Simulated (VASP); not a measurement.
# InAs (F-43m) in VASP: settings compared, part 2 of 2

VASP 6.6.1. The steps go on from the part before.

## (3) Relaxation of cell and atoms, PBE+D3(BJ)

Input file INCAR:

```
PREC = Accurate
ENCUT = 600
EDIFF = 1E-6
ISMEAR = -1
SIGMA = 0.05
LREAL = False
LASPH = True
NELM = 100
ALGO = Fast
ISIF = 3
LWAVE = False
LCHARG = False
GGA = PE
IVDW = 12
IBRION = 2
NSW = 40
EDIFFG = -0.005
```

Input file KPOINTS:

```
Automatic mesh
0
Gamma
  8 8 8
```

Input file POSCAR:

```
InAs
1.0
    0.0000000000      3.0180000000      3.0180000000
    3.0180000000      0.0000000000      3.0180000000
    3.0180000000      3.0180000000      0.0000000000
In As
1 1
Direct
    0.0000000000      0.0000000000      0.0000000000
    0.7500000000      0.7500000000      0.7500000000
```

Potentials or basis: VASP PAW PBE potentials, release 64 (In_d, As).

The run is started by

```console
> cat potpaw_PBE.64/In_d/POTCAR potpaw_PBE.64/As/POTCAR > POTCAR
> mpirun -np 1 vasp_std > vasp.out
```

OUTCAR:

```text
PREC = Accurate
   ENCUT = 600
   EDIFF = 1E-6
   ISMEAR = -1
   LREAL = False
   LASPH = True
   NELM = 100
   ISIF = 3
   GGA = PE
   IVDW = 12
   IBRION = 2
   NSW = 40
   EDIFFG = -0.005
 IVDW          = 12

 ion  position               nearest neighbor table
   1  0.000  0.000  0.000-   2 2.61   2 2.61   2 2.61   2 2.61
   2  0.750  0.750  0.750-   1 2.61   1 2.61   1 2.61   1 2.61

  LATTYP: Found a face centered cubic cell.
 ALAT       =     6.0360000000

  Lattice vectors:

 A1 = (   0.0000000000,   3.0180000000,   3.0180000000)
 A2 = (   3.0180000000,   0.0000000000,   3.0180000000)
 A3 = (   3.0180000000,   3.0180000000,   0.0000000000)

Analysis of symmetry for initial positions (statically):
=====================================================================
 Subroutine PRICEL returns:
 Original cell was already a primitive cell.

 Routine SETGRP: Setting up the symmetry group for a
 face centered cubic supercell.

 Subroutine GETGRP returns: Found 24 space group operations
 (whereof 24 operations were pure point group operations)
 out of a pool of 48 trial point group operations.

The static configuration has the point symmetry T_d .

Analysis of symmetry for dynamics (positions and initial velocities):
=====================================================================
 Subroutine PRICEL returns:
 Original cell was already a primitive cell.

 Routine SETGRP: Setting up the symmetry group for a
[... 152 lines left out ...]
  ext. energy  EPLUGINS =         0.00000000
  ---------------------------------------------------
  free energy    TOTEN  =        -7.66167038 eV

  energy without entropy =       -7.66112282  energy(sigma->0) =       -7.66139660

 E-fermi :   4.6128     XC(G=0):  -9.1164

 val. band max:        4.5645787285   @ k =   0.0000   0.0000   0.0000
 cond. band min:       5.5325873887   @ k =   0.5000   0.0000   0.0000
 fundamental gap:      0.9680086602
 Fermi energy:         4.6128149054

 k-point     1 :       0.0000    0.0000    0.0000
  band No.  band energies     occupation
      1      -9.8403      2.00000
      2      -9.8403      2.00000
      3      -9.8403      2.00000
      4      -9.7122      2.00000
      5      -9.7122      2.00000
      6      -7.3322      2.00000
      7       4.3966      1.97384
      8       4.5646      1.44813
      9       4.5646      1.44813
     10       4.5646      1.44813
     11       8.4735      0.00000
     12       8.4735      0.00000
     13       8.4735      0.00000
[... 447 lines left out ...]
--------------------------------------- Ionic step        3  -------------------------------------------

 number of electron      18.0000001 magnetization

 Free energy of the ion-electron system (eV)
  ---------------------------------------------------
  ext. energy  EPLUGINS =         0.00000000
  ---------------------------------------------------
  free energy    TOTEN  =        -7.70369507 eV

  energy without entropy =       -7.70312886  energy(sigma->0) =       -7.70341196

 E-fermi :   4.2307     XC(G=0):  -8.9483

 val. band max:        4.1803713911   @ k =   0.0000   0.0000   0.0000
 cond. band min:       5.0661142698   @ k =   0.5000   0.0000   0.0000
 fundamental gap:      0.8857428788
 Fermi energy:         4.2306699397

 k-point     1 :       0.0000    0.0000    0.0000
  band No.  band energies     occupation
      1     -10.1482      2.00000
      2     -10.1482      2.00000
      3     -10.1482      2.00000
      4     -10.0356      2.00000
      5     -10.0356      2.00000
      6      -7.4726      2.00000
      7       3.8163      1.99950
      8       4.1804      1.46446
      9       4.1804      1.46446
     10       4.1804      1.46446
     11       8.0722      0.00000
     12       8.0722      0.00000
     13       8.0722      0.00000
[... 401 lines left out ...]
  FREE ENERGIE OF THE ION-ELECTRON SYSTEM (eV)
  ---------------------------------------------------
  free  energy   TOTEN  =        -8.3267524439 eV

  energy  without entropy=       -8.3261862289  energy(sigma->0) =       -8.32646934

 reached required accuracy - stopping structural energy minimisation
```

It took 77 s on 1 thread of AMD EPYC 9R14 (Zen 4), shared host; peak memory 0.2 GiB.

What came out:

- Free energy: -8.3268 eV
- Relaxed volume: 28.57 Å³/atom
- Relaxed cell: a = 4.323 Å, b = 4.323 Å, c = 4.323 Å, α = 60.00°, β = 60.00°, γ = 60.00°
- Space group after relaxing (to 0.05 Å): F-43m (No. 216)
- Energy gained by relaxing: 7.4 meV/atom
- Ionic steps: 3
- Pressure after relaxing: 0.0 GPa
- Band gap on the k mesh: none (metal or under the smearing width)
- Dispersion energy per atom: -0.312 eV

Step by step:
| step | energy change (eV) | largest force (eV/Å) | pressure (GPa) | volume (Å³) |
| --- | --- | --- | --- | --- |
| 1 | 0.0000 | 0.0000 | 2.31 | 54.98 |
| 2 | -0.0117 | 0.0000 | -0.92 | 58.19 |
| 3 | -0.0149 | 0.0000 | 0.02 | 57.13 |

Final structure:
```xyz
2
Lattice="0.0000 3.0569 3.0569 3.0569 0.0000 3.0569 3.0569 3.0569 0.0000" Properties=species:S:1:pos:R:3 pbc="T T T"
In    0.0000    0.0000    0.0000
As    4.5854    4.5854    4.5854
```

Levels at points of the mesh, in eV from the Fermi level:
```tsv
k point	band 6	band 7	band 8	band 9	band 10	band 11	band 12	band 13
(0.00, 0.00, 0.00)	-11.70	-0.41	-0.05	-0.05	-0.05	3.84	3.84	3.84
(0.50, 0.00, 0.00)	-10.33	-5.65	-0.99	-0.99	0.84	4.61	4.61	6.76
(0.50, 0.50, 0.00)	-9.83	-5.75	-2.26	-2.26	1.55	2.00	8.93	8.99
```

Caveat: pairwise dispersion overbinds metals, which lowers pressure and volume; this crystal is a semiconductor, whose small gap the functional closes, so the metal is an error of the method. Zero-point motion and thermal expansion aren't in these numbers.

## (4) Relaxation of cell and atoms, PBE+D4

Input file INCAR:

```
SYSTEM = InAs
PREC = Accurate ; ENCUT = 600
EDIFF = 1E-6 ; ISMEAR = -1
SIGMA = 0.05 ; LREAL = .False.
LASPH = .True. ; NELM = 80
ALGO = Normal ; ISIF = 3
LWAVE = .False. ; LCHARG = .False.
GGA = PE ; IVDW = 13
IBRION = 2 ; NSW = 60
EDIFFG = -0.01
```

Input file KPOINTS:

```
regular mesh
0
Gamma
  8 8 8
  0 0 0
```

POSCAR is that of step 3.

The run is started by

```console
> cat potpaw_PBE.64/In_d/POTCAR potpaw_PBE.64/As/POTCAR > POTCAR
> mpirun -np 1 vasp_std > vasp.out
```

Run time: 55 s. Hardware: 1 thread of AMD EPYC 9R14 (Zen 4), shared host; peak memory 0.19 GiB.

Results (log left out):

```
Free energy                            : -8.3727 eV
Relaxed volume                         : 28.53 Å³/atom
Relaxed cell                           : a = 4.321 Å, b = 4.321 Å, c = 4.321 Å, α = 60.00°, β = 60.00°, γ = 60.00°
Space group after relaxing (to 0.05 Å) : F-43m (No. 216)
Energy gained by relaxing              : 6.9 meV/atom
Ionic steps                            : 3
Pressure after relaxing                : 0.0 GPa
Band gap on the k mesh                 : none (metal or under the smearing width)
Dispersion energy per atom             : -0.335 eV
```

Step by step:
```
step  energy change (eV)  largest force (eV/Å)  pressure (GPa)  volume (Å³)
   1              0.0000                0.0000            2.22        54.98
   2             -0.0110                0.0000           -0.93        58.07
   3             -0.0139                0.0000            0.02        57.06
```

Final structure:
```
In As
1.0
     0.00000    3.05559    3.05559
     3.05559    0.00000    3.05559
     3.05559    3.05559    0.00000
In As
1 1
Cartesian
  0.0000 0.0000 0.0000
  4.5834 4.5834 4.5834
```

Levels at points of the mesh, in eV from the Fermi level:
| k point | band 7 | band 8 | band 9 | band 10 | band 11 | band 12 |
| --- | --- | --- | --- | --- | --- | --- |
| (0.00, 0.00, 0.00) | -0.41 | -0.05 | -0.05 | -0.05 | 3.84 | 3.84 |
| (0.50, 0.00, 0.00) | -5.66 | -0.99 | -0.99 | 0.84 | 4.61 | 4.61 |
| (0.50, 0.50, 0.00) | -5.75 | -2.27 | -2.27 | 1.55 | 2.00 | 8.93 |

Caveat: pairwise dispersion overbinds metals, which lowers pressure and volume; this crystal is a semiconductor, whose small gap the functional closes, so the metal is an error of the method. Zero-point motion and thermal expansion aren't in these numbers.

## (5) Summary

```csv
level,gap on the mesh (eV),pressure (GPa),relaxed volume (Å³/atom)
PBE+D3,none,0.0,28.92
PBE+D3(BJ),none,0.0,28.57
PBE+D4,none,0.0,28.53
```

Alike in all rows: task relaxation of cell and atoms; potentials or basis VASP PAW PBE potentials, release 64 (In_d, As); no spin polarisation; cell relaxed; k mesh 8 × 8 × 8; cutoff (eV) 600; smearing fermi-dirac 0.05 eV.

Caveats: pairwise dispersion overbinds metals, which lowers pressure and volume; this crystal is a semiconductor, whose small gap the functional closes, so the metal is an error of the method.

Absolute energies hang on the potentials; compare differences alone.
